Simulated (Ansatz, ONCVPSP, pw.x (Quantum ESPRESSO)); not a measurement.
pw.x on fcc O: one setting changed

Potential: optimised norm-conserving Vanderbilt (ONCV), ONCVPSP 4.0.1.1 (patched build), PBE; core [He], reference 2s2 2p2; waves: 2s: rc 0.65 bohr, ncon 3, nbas 7, qcut 10.1 1/bohr, 2 projectors, debl 3.8 Ha; 2p: rc 1.25 bohr, ncon 4, nbas 9, qcut 14.1 1/bohr, 2 projectors, debl 0.4 Ha; d scattering state at 0.04 Ha: rc 1.00 bohr, ncon 5, nbas 9, qcut 10.4 1/bohr, 1 projector; local part: polynomial inside 0.45 bohr (lpopt 1, dvloc0 -1 Ha); core correction: Teter function, fcfact 4, rcfact 1.35. In the p channel the program set the typed energies aside and used -1.589, 0.250 Ha.

The reference run (k-mesh 18³, cutoffs 155/620 Ry, Fermi–Dirac 0.01 Ry, mixing_beta 0.4, conv_thr 1e-9, no spin) gives -0.41 GPa at 8.041 Å³/atom, where all-electron LAPW gives 0.14 GPa. This run, with its own iteration cap, changes mixing_mode to local-TF.

```
&control
  calculation='scf', prefix='x', pseudo_dir='./', outdir='./tmp', tstress=.true., disk_io='none'
/
&system
  ibrav=0, nat=1, ntyp=1, ecutwfc=155, ecutrho=620, nbnd=10,
  occupations='smearing', smearing='fd', degauss=0.01
/
&electrons
  conv_thr=1e-09, mixing_beta=0.4, electron_maxstep=50, mixing_mode='local-TF'
/
ATOMIC_SPECIES
O 1.0 O.UPF
CELL_PARAMETERS angstrom
  0.00000000 1.59010824 1.59010824
  1.59010824 0.00000000 1.59010824
  1.59010824 1.59010824 0.00000000
ATOMIC_POSITIONS crystal
O 0.0000 0.0000 0.0000
K_POINTS automatic
18 18 18 0 0 0
```

```bash
pw.x < O.scf.in > O.scf.out
```

Task: How does the run end?

Result: It converges in 13 iterations; the free energy moves by +0.0 meV/atom and the pressure by +0.01 GPa. The result is that of the reference run.

```
Message from routine setup:
     using ibrav=0 with symmetry is DISCOURAGED, use correct ibrav instead
     lattice parameter (alat)  =       4.2495  a.u.
     unit-cell volume          =      54.2634 (a.u.)^3
     number of electrons       =         6.00
     number of Kohn-Sham states=           10
     kinetic-energy cutoff     =     155.0000  Ry
     charge density cutoff     =     620.0000  Ry
     scf convergence threshold =      1.0E-09
     Exchange-correlation= PBE
     number of k points=   195  Fermi-Dirac smearing, width (Ry)=  0.0100
     iteration #  1     ecut=   155.00 Ry     beta= 0.40
     total energy              =     -32.64160489 Ry
     estimated scf accuracy    <       1.11020381 Ry
     iteration #  2     ecut=   155.00 Ry     beta= 0.40
     total energy              =     -32.44973217 Ry
     estimated scf accuracy    <       0.38413848 Ry
     iteration #  3     ecut=   155.00 Ry     beta= 0.40
     total energy              =     -32.51856581 Ry
     estimated scf accuracy    <       0.00050221 Ry
     [... 7 iterations left out ...]
     iteration # 11     ecut=   155.00 Ry     beta= 0.40
     total energy              =     -32.51966160 Ry
     estimated scf accuracy    <       0.00000013 Ry
     iteration # 12     ecut=   155.00 Ry     beta= 0.40
     total energy              =     -32.51966161 Ry
     estimated scf accuracy    <       0.00000002 Ry
     iteration # 13     ecut=   155.00 Ry     beta= 0.40
     the Fermi energy is     4.6873 ev
!    total energy              =     -32.51966161 Ry
     estimated scf accuracy    <          1.9E-10 Ry
     smearing contrib. (-TS)   =      -0.00561345 Ry
     The total energy is F=E-TS. E is the sum of the following terms:
     one-electron contribution =      -2.54330207 Ry
     hartree contribution      =       5.04373297 Ry
     xc contribution           =      -7.54988241 Ry
     ewald contribution        =     -27.46459665 Ry
     convergence has been achieved in  13 iterations
          total   stress  (Ry/bohr**3)                   (kbar)     P=       -3.94
     Message from routine punch:
     Nothing written, as per user request (disk_io='none')
```

The run took about 53 s on one core of a shared host (Neoverse-V2, 64 threads, 251 GiB, load 26).
